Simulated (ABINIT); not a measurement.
A run of ABINIT 10.8.3 (patched build) is set up as follows.

File run.abi:

```
ndtset 7
getwfk -1
scalecart1 3*0.9795861087
scalecart2 3*0.9864848297
scalecart3 3*0.9932883884
scalecart4 3*1.0000000000
scalecart5 3*1.0066227096
scalecart6 3*1.0131594038
scalecart7 3*1.0196128224

pp_dirpath "./"
pseudos "Cr.GGA_PBE-JTH.xml"

acell 4.8587547043 4.8587547043 4.8587547043
rprim
    -0.5773502692     0.5773502692     0.5773502692
     0.5773502692    -0.5773502692     0.5773502692
     0.5773502692     0.5773502692    -0.5773502692
ntypat 1
znucl 24
natom 1
typat 1
xred
     0.0000000000     0.0000000000     0.0000000000

ecut 761.918815 eV
pawecutdg 50.0

kptopt 1
ngkpt 7 7 7
nshiftk 1
shiftk 0.0 0.0 0.0

ixc -497498
usekden 1
pawxcdev 0

nband 12
occopt 3
tsmear 0.05 eV

nsppol 2
spinat
     0.0000000000     0.0000000000     3.0000000000

nstep 100
tolvrs 1.0e-7

iomode 3
prtwf 1
prtden 0
prteig 0
prtebands 0
enunit 2
```

Potentials or basis: JTH PAW PBE v2.0.

Run with:

```console
$ abinit run.abi > log 2>&1
```

(1) Predict the equilibrium volume.

(2) Estimate the bulk modulus.

Answers

(1) 11.31 Å³/atom (rough: see the caveat).

(2) 276 GPa (rough).

Caveat: the k mesh is coarse (spacing up to 0.43 Å⁻¹), so the values aren't converged; pressures at fixed basis lie under the slope of the energies; the minimum lies outside the volumes run; the PAW data sets were made with another functional, which shifts forces and pressure a little.
